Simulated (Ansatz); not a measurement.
Fe: pressure against volume

Fe, P6_3/mmc, a = 2.429 Å, c = 3.842 Å. This isn't the element's structure at ambient conditions. Ansatz: PBEsol, PAW, 420 eV, Γ-centred 18×18×12 mesh on 2 atoms, Gaussian smearing 0.10 eV; no spin polarisation. Shape and atoms are relaxed at each volume; pressure is positive in compression.

```tsv
V (Å³/atom)	P (GPa)
9.225	23.09
9.520	?
9.814	0.00
10.108	-8.96
10.403	-16.53
```

**Question.** Take V0 = 9.814 Å³/atom, fit the third-order Birch–Murnaghan form to the other rows, and predict the missing pressure.

**Answer.** With the Eulerian strain f = ½[(V0/V)^(2/3) − 1] and y = P/[3f(1 + 2f)^(5/2)], the form is the line y = B0 + 1.5 B0 (B0′ − 4) f. Rows (f, y): 0.02106, 329.6; -0.00974, 322.1; -0.01906, 318.6. Means f = -0.002580, y = 323.43; Σ(Δf)² = 0.0008817, ΣΔfΔy = 0.2350; the slope is their ratio. y = 324.1 + 266.5 f GPa, so B0 = 324.1 GPa and B0′ = 4 + 2 × (266.5)/(3 × 324.1) = 4.55. At V = 9.520, f = 0.01024, y = 326.83 and P = 10.56 GPa. The run gave 10.58 GPa, so the fit is 0.02 GPa too low, within twice the rms miss on the fitted rows (0.02 GPa).

Spin polarisation was left out, and a magnetic state may lie lower.